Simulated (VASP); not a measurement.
Here is a VASP 6.6.1 calculation.

INCAR

```
SYSTEM = Ti2O3
ALGO = Fast
EDIFF = 1E-7
ENCUT = 520
GGA = PS
ISIF = 2
ISMEAR = 0
LASPH = .True.
LCHARG = .False.
LREAL = .False.
LWAVE = .False.
NBANDS = 53
NELM = 80
PREC = Accurate
SIGMA = 0.02
```

File KPOINTS:

```
k-points
0
Gamma
  3 3 3
  0 0 0
```

Contents of POSCAR:

```
Ti2O3
1.0
    2.5630000000      1.4797487400      4.6260000000
   -2.5630000000      1.4797487400      4.6260000000
    0.0000000000     -2.9594974800      4.6260000000
Ti O
4 6
Direct
    0.3467200000      0.3467200000      0.3467200000
    0.1532800000      0.1532800000      0.1532800000
    0.6532800000      0.6532800000      0.6532800000
    0.8467200000      0.8467200000      0.8467200000
    0.5607000000      0.9393000000      0.2500000000
    0.2500000000      0.5607000000      0.9393000000
    0.9393000000      0.2500000000      0.5607000000
    0.4393000000      0.0607000000      0.7500000000
    0.7500000000      0.4393000000      0.0607000000
    0.0607000000      0.7500000000      0.4393000000
```

Potentials or basis: VASP PAW PBE potentials, release 64 (Ti_sv, O).

The run is started by

```bash
$ cat potpaw_PBE.64/Ti_sv/POTCAR potpaw_PBE.64/O/POTCAR > POTCAR
$ mpirun -np 4 vasp_std > vasp.out
```

Question: What does it give for the band gap on the k mesh?

Answer: None (metal or under the smearing width).

Question: What does it give for the pressure?

Answer: -7.2 GPa.

Question: What does it give for the largest force?

Answer: 0.199 eV/Å.

Forces on the atoms (eV/Å):
```
Ti   0.000  0.000 -0.199
Ti   0.000  0.000  0.199
Ti   0.000  0.000  0.199
Ti   0.000  0.000 -0.199
O   -0.083  0.000  0.000
O    0.042 -0.072  0.000
O    0.042  0.072  0.000
O    0.083  0.000  0.000
O   -0.042  0.072  0.000
O   -0.042 -0.072  0.000
```

Caveat: the k mesh is coarse (spacing up to 0.50 Å⁻¹), so the values aren't converged; the PAW data sets were made with another functional, which shifts forces and pressure a little; semilocal functionals often make such compounds metallic where correlation or magnetic order opens a gap, which also shifts bond lengths.
